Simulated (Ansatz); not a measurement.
Take a crystal in which Y has been replaced by Sc on all its sites, with the cell rescaled by a rough guess (in some cases also distorted within its space group) and nothing relaxed:

```
Sc
1.0
     0.00000    2.26098    2.26098
     2.26098    0.00000    2.26098
     2.26098    2.26098    0.00000
Sc
1
Direct
  0.00000 0.00000 0.00000
```

Level of theory: DFT PBE, scalar-relativistic, plane waves, PAW (Ansatz).

Plane waves to 420 eV, a k mesh through Γ of 16×16×16 on the computed 1-atom cell and Gaussian smearing (0.10 eV); no spin polarisation.

What pressure does the cell carry?

The pressure is 3.6 GPa (positive in compression), so the cell would expand.

Is it a metal on this mesh?

Yes, a band crosses the Fermi level.

This fcc form isn't the element's structure at ambient conditions.